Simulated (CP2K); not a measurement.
Crystal: Se.

```
Se
1.0
     4.36620    0.00000    0.00000
    -2.18310    3.78124    0.00000
     0.00000    0.00000    4.95360
Se
3
Direct
  0.77460 0.77460 0.00000
  0.00000 0.22540 0.66667
  0.22540 0.00000 0.33333
```

Program: CP2K 2026.2. Alike in all runs: no spin polarisation; cell as given; k mesh 7 × 7 × 6.

Question: Order these runs on this cell by their pressure, lowest first.
A. level PBE; potentials or basis POTENTIAL_UZH Se GTH-PBE-q6; TZVP-MOLOPT-PBE-GTH basis; smearing fermi-dirac 0.05 eV; EPS_DEFAULT 1.0E-10; NGRIDS 5; potentials Se GTH-PBE-q6 of POTENTIAL_UZH; CUTOFF of the grids 450 Ry; points a segment of the path (NPOINTS) 10
B. level vdW-DF2; potentials or basis POTENTIAL_UZH Se GTH-PBE-q6; TZVP-MOLOPT-PBE-GTH basis; smearing fermi-dirac 0.05 eV; EPS_DEFAULT 1.0E-9; NGRIDS 4; potentials Se GTH-PBE-q6 of POTENTIAL_UZH; CUTOFF of the grids 675 Ry
C. level LDA; potentials or basis GTH_POTENTIALS Se GTH-PADE-q6; TZVP-MOLOPT-PBE-GTH basis; smearing fermi-dirac 0.0259 eV; EPS_DEFAULT 1.0E-10; NGRIDS 4; potentials Se GTH-PADE-q6 of GTH_POTENTIALS; CUTOFF of the grids 450 Ry; points a segment of the path (NPOINTS) 8
D. level PBEsol; potentials or basis POTENTIAL_UZH Se GTH-PBE-q6; TZVP-MOLOPT-PBE-GTH basis; smearing fermi-dirac 0.05 eV; EPS_DEFAULT 1.0E-10; NGRIDS 5; potentials Se GTH-PBE-q6 of POTENTIAL_UZH; CUTOFF of the grids 450 Ry

Answer: C (-0.4 GPa), D (1.9 GPa), A (3.6 GPa), B (6.8 GPa).

Caveats: the basis of atomic orbitals isn't converged, which shifts pressures, moduli and gaps; the potentials were made for another functional, which shifts forces and pressure (some runs).

Not every run made on this cell is shown here.
